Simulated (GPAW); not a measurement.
The system is Al2O3.

```
Al O
1.0
     2.88432    0.00000    0.00000
    -1.44216    2.49790    0.00000
     0.00000    0.00000    9.33675
Al O
2 3
Direct
  0.00000 0.00000 0.85001
  0.00000 0.00000 0.14999
  0.33333 0.66667 0.77768
  0.66667 0.33333 0.00000
  0.33333 0.66667 0.22232
```

Measurements of this composition are mostly on another form, of space group No. 167.

Base run:

- Program: GPAW 26.7.0
- Functional: LDA
- Potentials or basis: the program's PAW data sets (release 1.2.1) made for this functional
- Cutoff: 600 eV
- Basis: pw
- k mesh: 9 × 9 × 3
- Occupations: fermi-dirac, width 0.05 eV
- Spin: no spin polarisation

Its results: band gap on the k mesh 4.76 eV, indirect (least direct gap 5.02 eV); pressure -9.7 GPa; largest force 0.345 eV/Å.

**Question.** The run is repeated on the same cell with these changes: functional from LDA to r2SCAN; potentials or basis from the program's PAW data sets (release 1.2.1) made for this functional to GPAW PAW data sets (gpaw-data 1.2.1); cutoff from 600 eV to 800 eV. What comes out?

**Answer.** Band gap on the k mesh 5.66 eV, indirect (least direct gap 5.89 eV); pressure -3.2 GPa; largest force 0.280 eV/Å.

Caveats: the cutoff is short for stress and forces, so pressures can be off by a GPa or more (some runs); an odd mesh through Γ misses points on the zone boundary, where band edges often lie (some runs); the PAW data sets were made with another functional, which shifts forces and pressure a little (some runs).
